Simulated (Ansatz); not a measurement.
All-electron LAPW in Ansatz 0.2.0 under PBEsol, scalar-relativistic, energies extrapolated to zero smearing. Slabs are 1×1 cells cut from bulk crystals relaxed on PAW files, with atoms then relaxed, 16 to 20 Å of vacuum, a dipole correction, k spacings of 0.16 to 0.26 Å⁻¹ and smearing of 0.02 to 0.1 eV, without spin–orbit coupling or spin polarisation. The bulk type named needn't be the stable one, and no reconstruction is allowed.

```tsv
slab	area (Å²)	γ (J/m²)	Φ (eV)	Δd12 (%)
bcc Cs (110), 1 layer	25.84	0.08	2.19	–
fcc Cs (111), 3 layers	25.12	0.07	?	0.0
bcc Cs (100), 1 layer	36.54	0.09	2.22	–
```

Fill in "Φ (eV)" for the row "fcc Cs (111), 3 layers".

2.12.
